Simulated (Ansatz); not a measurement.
# Random fluorite-type (Ti, Sn, Zr)O2 solid solution (96 atoms): where an added charge goes: runs compared

Does an extra electron or hole in random fluorite-type (Ti, Sn, Zr)O2 solid solution (96 atoms) stay spread out, or do the atoms trap it?

Computed with Ansatz 0.2.0: Kohn-Sham DFT, PBE, PAW (set soft_1), plane waves.

## 1. The cell as built

The cell holds 96 atoms: 12 Zr, 64 O, 12 Ti and 8 Sn. Its edges and angles: a = 9.966 Å, b = 9.966 Å, c = 9.966 Å, α = 90.0°, β = 90.0°, γ = 90.0°. It derives from TiO2 and ZrO2 and SnO2. Fluorite-type lattice (a = 4.983 Å, the mean of the end members), 2 x 2 x 2 cells, metal sites filled at random with 12 Ti, 8 Sn, 12 Zr; every coordinate displaced by a Gaussian of 0.05 Å.

Limits known from the start: Only the Γ point is sampled, in a cell whose shortest periodic width is 10 Å.

## 2. The reference run

The reference is a single point at the end of the relaxation.

The charged cells start from the geometry of this run, on a uniform background, with spin and a narrow Fermi–Dirac smearing.

Its input, with most atom lines left out:

```yaml
crystal:
  lattice:
    - [9.966, 0.0, 0.0]
    - [0.0, 9.966, 0.0]
    - [0.0, 0.0, 9.966]
  atoms:
    - { symbol: Zr, position: [0.00732, 0.00078, 0.99697] }
    - { symbol: O, position: [0.12168, 0.16072, 0.13442] }
    - { symbol: O, position: [0.33488, 0.42396, 0.4053] }
    - { symbol: Ti, position: [0.99356, 0.25998, 0.23709] }
    - { symbol: O, position: [0.08052, 0.33143, 0.39008] }
    - { symbol: O, position: [0.38623, 0.10803, 0.10545] }
    - { symbol: Zr, position: [0.25389, 0.00906, 0.2439] }
    [... atom lines 8 to 96 left out ...]
kpoints:
  mp_grid: { grid: [1, 1, 1] }
hamiltonian:
  xc: pbe
  pseudopotentials: { kind: paw, azcp: { folder: soft_1 } }
scf:
  occupations: { method: fermi_dirac, width: 0.05 }
output:
  forces: true
  stress: true
  populations: true
  dos:
    method: { smearing: { sigma: 0.15 } }
    de: 0.1
    projected: { site_lists: { O: [O], Sn: [Sn], Ti: [Ti], Zr: [Zr] } }
  eigenvalues: true
  write_density: true
  write_potential: true
  volumetric_format: npy
```

| Quantity | Value |
| --- | --- |
| free energy per atom | -1716.7909 eV/atom |
| r.m.s. force component | 0.00814 eV/Å |
| pressure | 13.75 GPa |

Filled and empty levels are parted by 2.46 eV at Γ alone; the mesh holds the band edges only if they fold onto it, so the gap at this level can be narrower or closed, while semilocal functionals tend to narrow gaps against experiment.

## 3. The runs

Each row is one run, on 4 threads of Arm Neoverse V1, shared host. The free energy is the program's total, comparable only between runs with the same functional, potentials and atoms; between charge states it hangs on the program's zero of potential.

```csv
run,atoms,outcome,"ionic steps, all passes",free energy (eV),time,host memory (GiB)
Single point at the start,96,converged,-,-164793.228,18 s,1.7
Relaxation,96,converged,17,-164811.930,4.3 min,1.7
Single point at the relaxed geometry,96,converged,-,-164811.930,28 s,1.7
"An extra electron, atoms held",96,converged,-,-164797.994,87 s,2.8
"An extra electron, atoms relaxed",96,converged,8,-164798.144,4.5 min,2.7
"An extra electron, levels at the relaxed geometry",96,converged,-,-164798.144,80 s,2.8
Neutral at the geometry of the electron,96,converged,-,-164811.769,26 s,1.7
"An extra hole, atoms held",96,converged,-,-164823.335,84 s,2.8
"An extra hole, atoms relaxed",96,converged,10,-164823.471,5.8 min,2.7
"An extra hole, levels at the relaxed geometry",96,converged,-,-164823.471,71 s,2.8
Neutral at the geometry of the hole,96,converged,-,-164811.532,26 s,1.7
```

A closer look about Ti73, which holds the most spin of the extra electron after relaxation: 8 atoms, nearest first, numbered in the order of the input, with positions taken from that point.

```csv
atom,x,y,z,distance (Å),Löwdin charge (e)
Ti73,0.00,0.00,0.00,0.00,1.38
O57,0.70,-1.14,1.33,1.88,-0.69
O96,1.43,0.81,-1.03,1.93,-0.67
O15,-1.35,-1.18,-0.83,1.98,-0.73
O30,-1.46,0.70,1.23,2.03,-0.68
O74,1.05,1.31,1.32,2.13,-0.73
O44,-1.23,1.29,-1.23,2.17,-0.76
O65,1.10,-1.54,-1.20,2.24,-0.70
```

The surroundings of O9, which holds the most spin of the extra hole after relaxation, nearest first, numbered as they follow in the input and with coordinates relative to it.

```csv
atom,x,y,z,distance (Å),Löwdin charge (e),moment (μB)
O9,0.00,0.00,0.00,0.00,-0.60,0.32
Ti25,-0.87,0.87,-1.56,1.99,1.41,-0.01
Ti31,1.61,0.85,0.93,2.05,1.43,-0.01
Ti4,-1.01,-1.68,0.98,2.19,1.41,-0.01
O26,0.45,2.30,-0.19,2.35,-0.69,0.09
O11,2.36,-0.83,0.23,2.51,-0.69,0.01
O78,-2.02,1.51,-0.03,2.52,-0.64,0.21
O2,0.25,-2.59,-0.10,2.61,-0.71,0.05
O5,-0.09,-0.96,2.44,2.62,-0.63,0.00
O59,-2.49,-0.86,0.08,2.64,-0.67,0.06
O17,0.33,-0.71,-2.53,2.65,-0.73,0.01
O36,0.19,1.58,2.26,2.76,-0.72,0.01
Sn10,1.70,-1.80,-1.47,2.88,1.69,0.00
```

## 4. Energies and spread of the extra charge

Energies are differences within one cell and functional; the shift is the gain plus the neutral cell's energy at the new geometry, that is how much cheaper the vertical process becomes there. The spread is the participation number of the site moments (1/Σw², over the spin inside atomic spheres), with the atom that holds the largest share and the spin that the spheres hold in all.

```csv
carrier,"charged less neutral, atoms held (eV)",gain on relaxing (eV),"neutral cell at that geometry, less the reference (eV)",shift of the vertical energy (eV),"spread, atoms held","spread, relaxed"
electron,13.936,0.150,0.160,0.310,15; Ti64 12 % of 0.60 μB,14; Ti73 16 % of 0.59 μB
hole,-11.405,0.136,0.397,0.533,43; O50 4 % of 1.03 μB,6; O9 31 % of 1.02 μB
```

## 5. Outcome

The extra electron gains 0.15 eV as the atoms relax, and its spin goes from about 15 to 14 atoms. The extra hole gains 0.14 eV as the atoms relax, and its spin goes from about 43 to 6 atoms: a partial localisation as the atoms move, with the largest share on O9. The O9–Ti4 distance goes from 2.07 to 2.19 Å. Adding the two vertical energies gives 2.53 eV, against a gap of 2.46 eV in the neutral cell. The zero of the potential cancels in this sum; the excess isn't taken apart here: charging of a small cell, filling of bands on a coarse mesh and the attraction to the background can all enter.

Caveats: Single energies of charged cells hang on the program's zero of potential. In the spin-polarised runs the search for a state of lower energy was switched off. No distortion was seeded, so a trapped state behind a barrier can't be found. Local and semilocal functionals favour spread-out charges, so trapping can be missed. The stress is far from hydrostatic: its diagonal is 11.3, 19.7, 10.3 GPa, compression counted positive. The host structure and its lattice constant were typed by rule, without a check against the phase diagram. The title names the fluorite type, whose metal atoms have 8 neighbours, but here they have 7.3 on average by the page's cutoffs, so the cell has left that structure. The pressure of 14 GPa shows the cell to be compressed for this functional. Charged cells carry a uniform background, with no correction for images.

The DFT runs together took 22 min of wall time.

[Logs are printed without paths, hosts, clocks, repeated set-up lines and the standing remarks that a program may print on its own settings, such as how far it seeks lower states.]

[Hosts, paths, dates, database ids (printed as entryN), source tags and the programs' standing remarks are cut or masked in the printed files.]
